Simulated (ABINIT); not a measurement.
# MgB2 (P1) in ABINIT: single point with LDA-Teter

Aim: the single point of MgB2 with LDA-Teter.

All numbers are computed with ABINIT 10.8.3 (patched build); they aren't measurements. Logs are shortened: lines on timing, memory, paths and dates and some standing lists are left out, and cuts for length are marked. The log counts tension as positive stress, the text compression.

### 1 The cell of the first run

The typed cell holds 3 atoms: a = 3.105 Å, b = 2.992 Å, c = 3.529 Å, α = 90.87°, β = 85.76°, γ = 108.86°.

### 2 Single point, LDA-Teter (cell stretched)

The input, run.abi:

```
pp_dirpath "./"
pseudos "Mg.hgh, B.hgh"

acell 3*1.0
rprim
     5.8306319336     0.6174455492     0.2139332913
    -2.3805924474     5.1282553562    -0.0531646468
     0.2443069128     0.0709455563     6.6636396448
ntypat 2
znucl 12 5
natom 3
typat 1 2 2
xcart
     3.4498457346     5.7357866259     0.1621533282
     0.5135732479     3.6725346807     3.3591906684
     3.1809669002     2.1540260597     3.4638328705
chkprim 0
chksymtnons 0
tolsym 1.0e-6

ecut 24.0

kptopt 1
ngkpt 7 8 6
nshiftk 1
shiftk 0.0 0.0 0.0

ixc 1

nband 8
occopt 3
tsmear 0.05 eV

nstep 100
tolvrs 1.0e-10

iomode 3
prtwf 0
prteig 0
prtebands 0
enunit 1
prtden 1
prtvha 1
prtvclmb 1
prtpot 1
prtelf 1
```

Potentials or basis: HGH LDA.

Started as:

```bash
> abinit run.abi > log 2>&1
```

run.abo:

```text
.Version 10.8.3 of ABINIT
 Symmetries : space group P1 (#  1); Bravais aP (primitive triclinic)
================================================================================
 Values of the parameters that define the memory need of the present run
     intxc =       0    ionmov =       0      iscf =       7    lmnmax =       3
     lnmax =       3     mgfft =      30  mpssoang =       2    mqgrid =    3001
     natom =       3  nloc_mem =       1    nspden =       1   nspinor =       1
    nsppol =       1      nsym =       1    n1xccc =       0    ntypat =       2
    occopt =       3   xclevel =       1
       mpw =        1187          nfft =       21870          nkpt =         170
================================================================================
================================================================================

--------------------------------------------------------------------------------
------------- Echo of variables that govern the present computation ------------
--------------------------------------------------------------------------------
 -outvars: echo values of preprocessed input variables --------
            acell      1.0000000000E+00  1.0000000000E+00  1.0000000000E+00 Bohr
              amu      2.43050000E+01  1.08110000E+01
          chkprim           0
      chksymtnons           0
             ecut      2.40000000E+01 Hartree
           enunit           1
                       outvar_i_n : Printing only first  50 k-points.
                       outvar_i_n : Printing only first  50 k-points.
         kptrlatt        7    0    0      0    8    0      0    0    6
          kptrlen      4.00109641E+01
            natom           3
            nband           8
            ngfft          27      27      30
             nkpt         170
            nstep         100
             nsym           1
           ntypat           2
                       prtocc : prtvol=0, do not print more k-points.
           occopt           3
        prtebands           0
           prteig           0
           prtelf           1
           prtpot           1
         prtvclmb           1
           prtvha           1
            prtwf           0
            rprim      5.8306319336E+00  6.1744554920E-01  2.1393329130E-01
                      -2.3805924474E+00  5.1282553562E+00 -5.3164646800E-02
                       2.4430691280E-01  7.0945556300E-02  6.6636396448E+00
          spgroup           1
           tolsym      1.00000000E-06
           tolvrs      1.00000000E-10
           tsmear      1.83746611E-03 Hartree
            typat      1  2  2
                       outvars : Printing only first  50 k-points.
           xangst      1.8255797426E+00  3.0352475670E+00  8.5807845897E-02
                       2.7177125873E-01  1.9434216580E+00  1.7776071476E+00
                       1.6832951911E+00  1.1398615017E+00  1.8329814162E+00
            xcart      3.4498457346E+00  5.7357866259E+00  1.6215332820E-01
                       5.1357324790E-01  3.6725346807E+00  3.3591906684E+00
                       3.1809669002E+00  2.1540260597E+00  3.4638328705E+00
             xred      9.9920607000E-01  9.9815930000E-01  2.1859999494E-04
                       3.4005332999E-01  6.6829791000E-01  4.9852212000E-01
                       6.6074060000E-01  3.3354278999E-01  5.0125927000E-01
            znucl       12.00000    5.00000

================================================================================

 chkinp: Checking input parameters for consistency.

================================================================================
== DATASET  1 ==================================================================

--- !DatasetInfo
iteration_state: {dtset: 1, }
dimensions: {natom: 3, nkpt: 170, mband: 8, nsppol: 1, nspinor: 1, nspden: 1, mpw: 1187, }
cutoff_energies: {ecut:  24.0, pawecutdg:  -1.0, }
electrons: {nelect:   8.00000000E+00, charge:   0.00000000E+00, occopt:   3.00000000E+00, tsmear:   1.83746611E-03, }
meta: {optdriver: 0, ionmov: 0, optcell: 0, iscf: 7, paral_kgb: 0, }
...

 Exchange-correlation functional for the present dataset will be:
  LDA: new Teter (4/93) with spin-polarized option - ixc=1
  S. Goedecker, M. Teter, J. Huetter, PRB 54, 1703 (1996)

 Real(R)+Recip(G) space primitive vectors, cartesian coordinates (Bohr,Bohr^-1):
 R(1)=  5.8306319  0.6174455  0.2139333  G(1)=  0.1637173  0.0759287 -0.0068107
 R(2)= -2.3805924  5.1282554 -0.0531646  G(2)= -0.0196368  0.1858694 -0.0012590
 R(3)=  0.2443069  0.0709456  6.6636396  G(3)= -0.0054127 -0.0009547  0.1502767
 Unit cell volume ucvol=  2.0875389E+02 bohr^3
 Angles (23,13,12)=  9.08693042E+01  8.57582944E+01  1.08863214E+02 degrees

 getcut: wavevector=  0.0000  0.0000  0.0000  ngfft=  27  27  30
         ecut(hartree)=     24.000   => boxcut(ratio)=   2.00951

--- Pseudopotential description ------------------------------------------------
- pspini: atom type   1  psp file is ./Mg.hgh
    3    1    1    0      2001   0.00000      pspcod,pspxc,lmax,lloc,mmax,r2well

 pspatm : COMMENT -
  the projectors are not normalized,
  so that the KB energies are not consistent with
  definition in PRB44, 8503 (1991).
  However, this does not influence the results obtained hereafter.

- pspini: atom type   2  psp file is ./B.hgh
    3    1    1    0      2001   0.00000      pspcod,pspxc,lmax,lloc,mmax,r2well

 pspatm : COMMENT -
  the projectors are not normalized,
  so that the KB energies are not consistent with
  definition in PRB44, 8503 (1991).
  However, this does not influence the results obtained hereafter.

  -6.56258191E+01                                ecore*ucvol(ha*bohr**3)
--------------------------------------------------------------------------------

================================================================================

--- !BeginCycle
iteration_state: {dtset: 1, }
solver: {iscf: 7, nstep: 100, nline: 4, wfoptalg: 0, }
tolerances: {tolvrs: 1.00E-10, }
...

     iter   Etot(hartree)      deltaE(h)  residm     vres2
 ETOT  1  -6.4400079773973    -6.440E+00 4.950E-02 4.960E+02
 ETOT  2  -6.5720309977428    -1.320E-01 9.714E-02 4.869E+00
 ETOT  3  -6.5739722749604    -1.941E-03 5.760E-03 7.477E-01
 ETOT  4  -6.5741324197916    -1.601E-04 2.517E-03 1.148E-02
 ETOT  5  -6.5741362748277    -3.855E-06 1.049E-03 3.939E-04
 ETOT  6  -6.5741363477523    -7.292E-08 3.247E-04 6.062E-06
 ETOT  7  -6.5741363490957    -1.343E-09 7.725E-05 6.549E-08
 ETOT  8  -6.5741363491060    -1.028E-11 2.123E-05 1.651E-08
 ETOT  9  -6.5741363491135    -7.458E-12 4.743E-06 1.686E-10
 ETOT 10  -6.5741363491135    -2.753E-14 1.253E-05 3.512E-13

 At SCF step   10       vres2   =  3.51E-13 < tolvrs=  1.00E-10 =>converged.

 Compute ELF
--------------------------------------------------------------------------------

 Compute kinetic energy density

 Compute gradient of the electron density
 Electron Localization Function (ELF) [min:0;max:1]
)     Maximum=    9.4560E-01  at reduced coord.    0.5185    0.5185    0.5000
)     Minimum=    0.0000E+00  at reduced coord.    0.0000    0.0000    0.0000
   Integrated=    9.0698E+01

--------------------------------------------------------------------------------
 End of ELF section

 Cartesian components of stress tensor (hartree/bohr^3)
  sigma(1 1)=  6.19187303E-05  sigma(3 2)=  4.45800954E-06
  sigma(2 2)=  1.02275241E-03  sigma(3 1)=  1.23536006E-04
  sigma(3 3)=  2.46616558E-04  sigma(2 1)=  1.10108269E-03

--- !ResultsGS
iteration_state: {dtset: 1, }
comment   : Summary of ground state results
lattice_vectors:
- [  5.8306319,   0.6174455,   0.2139333, ]
- [ -2.3805924,   5.1282554,  -0.0531646, ]
- [  0.2443069,   0.0709456,   6.6636396, ]
lattice_lengths: [   5.86714,    5.65412,    6.66849, ]
lattice_angles: [ 90.869,  85.758, 108.863, ] # degrees, (23, 13, 12)
lattice_volume:   2.0875389E+02
convergence: {deltae: -2.753E-14, res2:  3.512E-13, residm:  1.253E-05, diffor: null, }
etotal    :  -6.57413635E+00
entropy   :   0.00000000E+00
fermie    :   2.87445193E-01
cartesian_stress_tensor: # hartree/bohr^3
- [  6.19187303E-05,   1.10108269E-03,   1.23536006E-04, ]
- [  1.10108269E-03,   1.02275241E-03,   4.45800954E-06, ]
- [  1.23536006E-04,   4.45800954E-06,   2.46616558E-04, ]
pressure_GPa:  -1.3056E+01
xred      :
- [  9.9921E-01,   9.9816E-01,   2.1860E-04, Mg]
- [  3.4005E-01,   6.6830E-01,   4.9852E-01,  B]
- [  6.6074E-01,   3.3354E-01,   5.0126E-01,  B]
cartesian_forces: # hartree/bohr
- [ -1.58568413E-04,   3.94397716E-04,  -8.78414000E-05, ]
- [ -4.56874934E-03,   2.77934639E-03,  -2.84374305E-04, ]
- [  4.72731775E-03,  -3.17374411E-03,   3.72215705E-04, ]
force_length_stats: {min:   4.34061761E-04, max:   5.70602570E-03, mean:   3.83179170E-03, }
...

 Integrated electronic density in atomic spheres:
 ------------------------------------------------
 Atom  Sphere_radius  Integrated_density
    1        2.00000          0.38922697
    2        2.00000          2.54397790
    3        2.00000          2.54493045
================================================================================

 ----iterations are completed or convergence reached----

 Mean square residual over all n,k,spin=   14.769E-09; max=  12.532E-06
 reduced coordinates (array xred) for    3 atoms
       0.999206069999      0.998159299996      0.000218599995
       0.340053329987      0.668297909997      0.498522120000
       0.660740599998      0.333542789991      0.501259269996
 rms dE/dt=  1.7324E-02; max dE/dt=  2.7563E-02; dE/dt below (all hartree)
    1       0.000698809457     -0.002391521461      0.000594729628
    2       0.024982420165     -0.025131439289      0.002812590260
    3      -0.025684282671      0.027562583446     -0.003411437094

 cartesian coordinates (angstrom) at end:
    1      1.82557974264274     3.03524756696934     0.08580784589730
    2      0.27177125873374     1.94342165795893     1.77760714758935
    3      1.68329519108063     1.13986150171113     1.83298141620181

 cartesian forces (hartree/bohr) at end:
    1     -0.00015856841343     0.00039439771650    -0.00008784140000
    2     -0.00456874933640     0.00277934639371    -0.00028437430491
    3      0.00472731774982    -0.00317374411021     0.00037221570491
 frms,max,avg= 2.6124966E-03 4.7273177E-03   4.185E-07 -2.379E-06  2.159E-07 h/b

 cartesian forces (eV/Angstrom) at end:
    1     -0.00815391566047     0.02028074600407    -0.00451698640107
    2     -0.23493453681789     0.14291973789418    -0.01462311470567
    3      0.24308845247836    -0.16320048389824     0.01914010110674
 frms,max,avg= 1.3433997E-01 2.4308845E-01   2.152E-05 -1.223E-04  1.110E-05 e/A
 length scales=  1.000000000000  1.000000000000  1.000000000000 bohr
              =  0.529177210544  0.529177210544  0.529177210544 angstroms
 Fermi (or HOMO) energy (eV) =   7.82178   Average Vxc (eV)=  -9.89462
 Eigenvalues (   eV  ) for nkpt= 170  k points:
 kpt#   1, nband=  8, wtk=  0.00298, kpt=  0.0000  0.0000  0.0000 (reduced coord)
  -4.05179    5.35333    7.74126    8.07427   10.01119   11.52643   12.90291   16.40858
 prteigrs : prtvol=0 or 1, do not print more k-points.

--- !EnergyTerms
iteration_state     : {dtset: 1, }
comment             : Components of total free energy in Hartree
kinetic             :  4.44835926324565E+00
hartree             :  9.35683368532253E-01
xc                  : -2.60384541141066E+00
Ewald energy        : -7.05137449952326E+00
psp_core            : -3.14369326444663E-01
local_psp           : -2.64663146546002E+00
non_local_psp       :  6.58283224335140E-01
internal            : -6.57389484672555E+00
'-kT*entropy'       : -2.41502387955318E-04
total_energy        : -6.57413634911351E+00
total_energy_eV     : -1.78891363429471E+02
band_energy         :  9.33058405072364E-01
...

 Cartesian components of stress tensor (hartree/bohr^3)
  sigma(1 1)=  6.19187303E-05  sigma(3 2)=  4.45800954E-06
  sigma(2 2)=  1.02275241E-03  sigma(3 1)=  1.23536006E-04
  sigma(3 3)=  2.46616558E-04  sigma(2 1)=  1.10108269E-03

-Cartesian components of stress tensor (GPa)         [Pressure= -1.3056E+01 GPa]
- sigma(1 1)=  1.82171194E+00  sigma(3 2)=  1.31159169E-01
- sigma(2 2)=  3.00904148E+01  sigma(3 1)=  3.63455479E+00
- sigma(3 3)=  7.25570965E+00  sigma(2 1)=  3.23949713E+01

== END DATASET(S) ==============================================================
================================================================================

 -outvars: echo values of variables after computation  --------
            acell      1.0000000000E+00  1.0000000000E+00  1.0000000000E+00 Bohr
           etotal     -6.5741363491E+00
            fcart     -1.5856841343E-04  3.9439771650E-04 -8.7841400000E-05
                      -4.5687493364E-03  2.7793463937E-03 -2.8437430491E-04
                       4.7273177498E-03 -3.1737441102E-03  3.7221570491E-04
            rprim      5.8306319336E+00  6.1744554920E-01  2.1393329130E-01
                      -2.3805924474E+00  5.1282553562E+00 -5.3164646800E-02
                       2.4430691280E-01  7.0945556300E-02  6.6636396448E+00
           strten      6.1918730314E-05  1.0227524104E-03  2.4661655849E-04
                       4.4580095428E-06  1.2353600642E-04  1.1010826935E-03
           xangst      1.8255797426E+00  3.0352475670E+00  8.5807845897E-02
                       2.7177125873E-01  1.9434216580E+00  1.7776071476E+00
                       1.6832951911E+00  1.1398615017E+00  1.8329814162E+00
             xred      9.9920607000E-01  9.9815930000E-01  2.1859999494E-04
                       3.4005332999E-01  6.6829791000E-01  4.9852212000E-01
                       6.6074060000E-01  3.3354278999E-01  5.0125927000E-01
 Calculation completed.
```

It took 19 s on 1 thread of AMD EPYC 9R45 (Zen 5), shared host; peak memory 0.08 GiB.

Results:

| Quantity | Value |
| --- | --- |
| Free energy | -178.8914 eV |
| Largest force | 0.293 eV/Å |
| Band gap on the k mesh | none (metal or under the smearing width) |
| Valence electrons inside the program's atomic spheres | Mg 0.39; B 2.54 |

Forces in eV/Å, atoms in the order of the input:
```
Mg  -0.008  0.020 -0.005
B   -0.235  0.143 -0.015
B    0.243 -0.163  0.019
```

Levels at points of the mesh, in eV from the Fermi level:
| k point | band 1 | band 2 | band 3 | band 4 | band 5 | band 6 | band 7 | band 8 |
| --- | --- | --- | --- | --- | --- | --- | --- | --- |
| (0.00, 0.00, 0.00) | -11.87 | -2.47 | -0.08 | 0.25 | 2.19 | 3.70 | 5.08 | 8.59 |
| (0.00, 0.50, 0.00) | -8.50 | -7.61 | -1.47 | 0.25 | 3.08 | 4.64 | 5.42 | 6.88 |
| (0.00, 0.00, 0.50) | -10.57 | -6.99 | 0.30 | 0.73 | 4.29 | 5.76 | 6.69 | 9.54 |
| (0.00, 0.50, 0.50) | -7.50 | -6.61 | -3.57 | -1.40 | -1.13 | 6.27 | 8.96 | 9.67 |

Caveat: the cutoff is too short for stress, so the log's stress isn't used; HGH potentials are hard and often keep d shells in the core, so these values are rough.
